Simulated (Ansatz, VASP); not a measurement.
**CdF2 in VASP and in Ansatz**

File INCAR:

```
SYSTEM = CdF2
PREC = Accurate ; ENCUT = 520
EDIFF = 1E-7 ; ISMEAR = -1
SIGMA = 0.05 ; LREAL = .FALSE.
LASPH = .TRUE. ; NELM = 60
ALGO = Normal ; ISIF = 2
LWAVE = .FALSE. ; LCHARG = .FALSE.
GGA = PE ; NBANDS = 20
```

File KPOINTS:

```
regular mesh
0
G
  9 9 9
  0 0 0
```

The input POSCAR:

```
CdF2
1.0
    0.0000000000      2.7118415796      2.7118415796
    2.7118415796      0.0000000000      2.7118415796
    2.7118415796      2.7118415796      0.0000000000
Cd F
1 2
Direct
    0.0000000000      0.0000000000      0.0000000000
    0.7500000000      0.7500000000      0.7500000000
    0.2500000000      0.2500000000      0.2500000000
```

input.yaml

```yaml
crystal:
  lattice:
    - [0.0, 2.7118415796, 2.7118415796]
    - [2.7118415796, 0.0, 2.7118415796]
    - [2.7118415796, 2.7118415796, 0.0]
  atoms:
    - { symbol: Cd, position: [0.0, 0.0, 0.0] }
    - { symbol: F, position: [0.75, 0.75, 0.75] }
    - { symbol: F, position: [0.25, 0.25, 0.25] }
hamiltonian:
  xc: pbe
  pseudopotentials: { kind: paw }
kpoints:
  mp_grid: { grid: [9, 9, 9] }
scf:
  occupations: { method: fermi_dirac, width: 0.05 }
output:
  forces: true
  stress: true
  eigenvalues: true
```

Change from the starting cell: volume scaled by 1.02.

Alike in both runs: task single point; functional PBE; k mesh 9 × 9 × 9; occupations fermi-dirac, width 0.05 eV; no spin polarisation.

|  | VASP | Ansatz |
| --- | --- | --- |
| version | VASP 6.6.1 | Ansatz 0.2.0 |
| potentials or method | VASP PAW PBE potentials, release 64 (Cd, F) | Ansatz PAW |
| plane-wave cutoff (eV) | 520 | 420 |
| valence electrons in the cell | 26 | 34 |

|  | VASP | Ansatz | Ansatz less VASP |
| --- | --- | --- | --- |
| gap on the k mesh at the Fermi level (eV) | 3.03 | 3.06 | +0.032 |
| least direct gap on the mesh (eV) | 3.52 | 3.55 | +0.030 |
| pressure (GPa) | 3.9 | 3.2 | -0.64 |

The two sets of potentials don't hold the same shells in valence.

Caveats: an odd mesh through Γ misses points on the zone boundary, where band edges often lie (VASP); odd divisions of the mesh miss points on the zone boundary, where band edges often lie, so the gap on the mesh can be too wide (Ansatz); the pressure holds a Pulay correction of +0.7 GPa for the finite cutoff (Ansatz).
